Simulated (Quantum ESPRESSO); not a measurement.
The system is Ir.

```
Ir
1.0
     0.00000    1.91560    1.91560
     1.91560    0.00000    1.91560
     1.91560    1.91560    0.00000
Ir
1
Direct
  0.00000 0.00000 0.00000
```

Below is the output of Quantum ESPRESSO 7.5 for this cell. Logs are shortened: lines on timing, memory, paths and dates and some standing lists are left out, and cuts for length are marked.

```text
This program is part of the open-source Quantum ESPRESSO suite
     for quantum simulation of materials; please cite
[... 6 lines left out ...]
     using ibrav=0 with symmetry is DISCOURAGED, use correct ibrav instead

     K-points division:     npool     =       2
     Subspace diagonalization in iterative solution of the eigenvalue problem:
     a serial algorithm will be used

     G-vector sticks info
     --------------------
     sticks:   dense  smooth     PW     G-vecs:    dense   smooth      PW
     Sum         745     379    121                13539     4909     941

     Using Slab Decomposition

     bravais-lattice index     =            0
     lattice parameter (alat)  =       5.1194  a.u.
     unit-cell volume          =      94.8727 (a.u.)^3
     number of atoms/cell      =            1
     number of atomic types    =            1
     number of electrons       =        15.00
     number of Kohn-Sham states=           13
     kinetic-energy cutoff     =      52.0000  Ry
     charge density cutoff     =     414.0000  Ry
     scf convergence threshold =      2.0E-10
     mixing beta               =       0.5000
     number of iterations used =            8  plain     mixing
     energy convergence thresh.=      1.0E-05
     force convergence thresh. =      4.0E-04
     press convergence thresh. =      3.0E-01
     Exchange-correlation= SLA  PW   PSX  PSC
                           (   1   4  10   8   0   0   0)
     nstep                     =           40

     celldm(1)=   5.119396  celldm(2)=   0.000000  celldm(3)=   0.000000
     celldm(4)=   0.000000  celldm(5)=   0.000000  celldm(6)=   0.000000

     crystal axes: (cart. coord. in units of alat)
               a(1) = (   0.000000   0.707107   0.707107 )
               a(2) = (   0.707107   0.000000   0.707107 )
               a(3) = (   0.707107   0.707107   0.000000 )

     reciprocal axes: (cart. coord. in units 2 pi/alat)
               b(1) = ( -0.707107  0.707107  0.707107 )
               b(2) = (  0.707107 -0.707107  0.707107 )
               b(3) = (  0.707107  0.707107 -0.707107 )

     PseudoPot. # 1 for Ir read from file:
     ir_pbesol_v1.2.uspp.F.UPF
     Pseudo is Ultrasoft + core correction, Zval = 15.0
     Generated by new atomic code, or converted to UPF format
[... 2020 lines left out ...]
     mixing beta               =       0.5000
     number of iterations used =            8  plain     mixing
     press convergence thresh. =      3.0E-01
     Exchange-correlation= SLA  PW   PSX  PSC
                           (   1   4  10   8   0   0   0)

     celldm(1)=   5.119396  celldm(2)=   0.000000  celldm(3)=   0.000000
     celldm(4)=   0.000000  celldm(5)=   0.000000  celldm(6)=   0.000000

     crystal axes: (cart. coord. in units of alat)
               a(1) = (   0.000000   0.706332   0.706332 )
               a(2) = (   0.706332   0.000000   0.706332 )
               a(3) = (   0.706332   0.706332   0.000000 )

     reciprocal axes: (cart. coord. in units 2 pi/alat)
               b(1) = ( -0.707883  0.707883  0.707883 )
               b(2) = (  0.707883 -0.707883  0.707883 )
               b(3) = (  0.707883  0.707883 -0.707883 )

     PseudoPot. # 1 for Ir read from file:
     ir_pbesol_v1.2.uspp.F.UPF
     Pseudo is Ultrasoft + core correction, Zval = 15.0
     Generated by new atomic code, or converted to UPF format
     Using radial grid of  983 points,  7 beta functions with:
                l(1) =   0
                l(2) =   0
                l(3) =   1
                l(4) =   1
                l(5) =   1
                l(6) =   2
                l(7) =   2
     Q(r) pseudized with  8 coefficients,  rinner =    1.400   1.400   1.400
                                                       1.400   1.400

     atomic species   valence    mass     pseudopotential
     Ir               15.00   192.21700     Ir( 1.00)

     48 Sym. Ops., with inversion, found

   Cartesian axes

     site n.     atom                  positions (alat units)
         1        Ir     tau(   1) = (   0.0000000   0.0000000   0.0000000  )

     number of k points=    72  Fermi-Dirac smearing, width (Ry)=  0.0037
                       cart. coord. in units 2pi/alat
        k(    1) = (   0.0000000   0.0000000   0.0000000), wk =   0.0011574
        k(    2) = (   0.0589902   0.0589902  -0.0589902), wk =   0.0092593
        k(    3) = (   0.1179804   0.1179804  -0.1179804), wk =   0.0092593
        k(    4) = (   0.1769707   0.1769707  -0.1769707), wk =   0.0092593
        k(    5) = (   0.2359609   0.2359609  -0.2359609), wk =   0.0092593
        k(    6) = (   0.2949511   0.2949511  -0.2949511), wk =   0.0092593
[... 64 lines left out ...]
        k(   71) = (  -0.7078827   0.2359609  -0.0000000), wk =   0.0138889
        k(   72) = (  -0.7078827   0.3539413  -0.0000000), wk =   0.0069444

     Dense  grid:    13539 G-vectors     FFT dimensions: (  36,  36,  36)

     Smooth grid:     4813 G-vectors     FFT dimensions: (  24,  24,  24)

     Initial potential from superposition of free atoms

     starting charge      14.5000, renormalised to      15.0000

     negative rho (up, down):  3.724E-01 0.000E+00
     Starting wfcs are   12 randomized atomic wfcs +    1 random wfcs

     Self-consistent Calculation

     iteration #  1     ecut=    52.00 Ry     beta= 0.50
     Davidson diagonalization with overlap
     ethr =  1.00E-06,  avg # of iterations = 13.5
[... 471 lines left out ...]
     negative rho (up, down):  3.136E-01 0.000E+00
          total   stress  (Ry/bohr**3)                   (kbar)     P=        0.12
   0.00000078  -0.00000000  -0.00000000            0.12       -0.00       -0.00
  -0.00000000   0.00000078  -0.00000000           -0.00        0.12       -0.00
  -0.00000000  -0.00000000   0.00000078           -0.00       -0.00        0.12

=------------------------------------------------------------------------------=
   JOB DONE.
=------------------------------------------------------------------------------=
```

Question: Write the input and the command behind it.

Answer: Relaxation of cell and atoms with PBEsol, no spin polarisation. The files as run (others can give the same):

pw.in
```
&CONTROL
  calculation = 'vc-relax'
  prefix = 'pwscf'
  outdir = './tmp'
  pseudo_dir = './pseudo'
  tprnfor = .true.
  tstress = .true.
  disk_io = 'low'
  nstep = 40
  forc_conv_thr = 0.0004
  etot_conv_thr = 1d-05
/
&SYSTEM
  ibrav = 0
  nat = 1
  ntyp = 1
  ecutwfc = 52
  ecutrho = 414
  nbnd = 13
  occupations = 'smearing'
  smearing = 'fd'
  degauss = 0.00367493
/
&ELECTRONS
  conv_thr = 2d-10
  electron_maxstep = 120
  mixing_beta = 0.5
/
&IONS
  ion_dynamics = 'bfgs'
/
&CELL
  cell_dynamics = 'bfgs'
  press = 0
  press_conv_thr = 0.3
/
ATOMIC_SPECIES
Ir   192.2170 ir_pbesol_v1.2.uspp.F.UPF
CELL_PARAMETERS angstrom
   0.0000000000    1.9156000000    1.9156000000
   1.9156000000    0.0000000000    1.9156000000
   1.9156000000    1.9156000000    0.0000000000
ATOMIC_POSITIONS angstrom
Ir     0.0000000000    0.0000000000    0.0000000000
K_POINTS automatic
12 12 12 0 0 0
```

Potentials or basis: GBRV 1.5 PBEsol.
Command:
```console
$ OMP_NUM_THREADS=1 mpirun -n 2 pw.x -nk 2 -in pw.in > pw.out
```
